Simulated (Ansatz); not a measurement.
# SnS: the cost of one run

Computed with Ansatz 0.2.0 (DFT PBE, scalar-relativistic, plane waves, PAW, unless a step's input says otherwise).

1 further run of the same task is left out (set aside as unsound or not needed).

### Step 1. The structure to begin with

It takes space group Pnma (No. 62, orthorhombic). Conventional cell: a = 11.446 Å, b = 4.023 Å, c = 4.454 Å, α = 90.00°, β = 90.00°, γ = 90.00°. Sn (site symmetry m) has 3 S at 2.66 to 2.69 Å as nearest neighbours. Around S (site symmetry m) lie 3 Sn at 2.66 to 2.69 Å.

As a file:

```cif
data_structure
_symmetry_space_group_name_H-M 'Pnma'
_symmetry_Int_Tables_number 62
_cell_length_a 11.4455
_cell_length_b 4.0233
_cell_length_c 4.4542
_cell_angle_alpha 90.000
_cell_angle_beta 90.000
_cell_angle_gamma 90.000
_cell_volume 205.11
loop_
_atom_site_label
_atom_site_type_symbol
_atom_site_symmetry_multiplicity
_atom_site_Wyckoff_symbol
_atom_site_fract_x
_atom_site_fract_y
_atom_site_fract_z
_atom_site_occupancy
Sn1 Sn 4 c 0.12154 0.25000 0.13001 1
S1 S 4 c 0.84990 0.25000 0.47744 1
```

This cell was relaxed beforehand with the same method: volume 25.64 Å³/atom, gap on the mesh 1.05 eV.

### Step 2. Point at V/V0 = 0.97

input.yaml

```yaml
crystal:
  lattice:
    - [11.3298835736, 0.0, 0.0]
    - [0.0, 3.9826424384, 0.0]
    - [0.0, 0.0, 4.4092075354]
  atoms:
    - { symbol: Sn, position: [0.1215422482, 0.25, 0.1300059313] }
    - { symbol: Sn, position: [0.3784577518, 0.75, 0.6300059313] }
    - { symbol: Sn, position: [0.6215422482, 0.25, 0.3699940687] }
    - { symbol: Sn, position: [0.8784577518, 0.75, 0.8699940687] }
    - { symbol: S, position: [0.8498958712, 0.25, 0.4774433427] }
    - { symbol: S, position: [0.6501041288, 0.75, 0.9774433427] }
    - { symbol: S, position: [0.3498958712, 0.25, 0.0225566573] }
    - { symbol: S, position: [0.1501041288, 0.75, 0.5225566573] }
basis:
  ecutwfc: 420
kpoints:
  mp_grid: { grid: [4, 8, 6] }
hamiltonian:
  xc: pbe
scf:
  occupations: { method: gaussian, width: 0.02 }
output:
  forces: true
  stress: true
  eigenvalues: true
relax:
  adjacent_minimum: "off"
  f_tol: 0.01
  max_steps: 30
  cell: { stress_tol: 0.1, fix: [volume] }
```

The run is started by

```bash
ansatz run input.yaml --threads 4 --pin off --max-ram 10240MiB --backend cpu --events-out ev --progress --plain --runs-dir out
```

What time and memory should one allow on 4 threads of Arm Neoverse V1, shared host?

About 66 s, with a peak of 0.82 GiB.
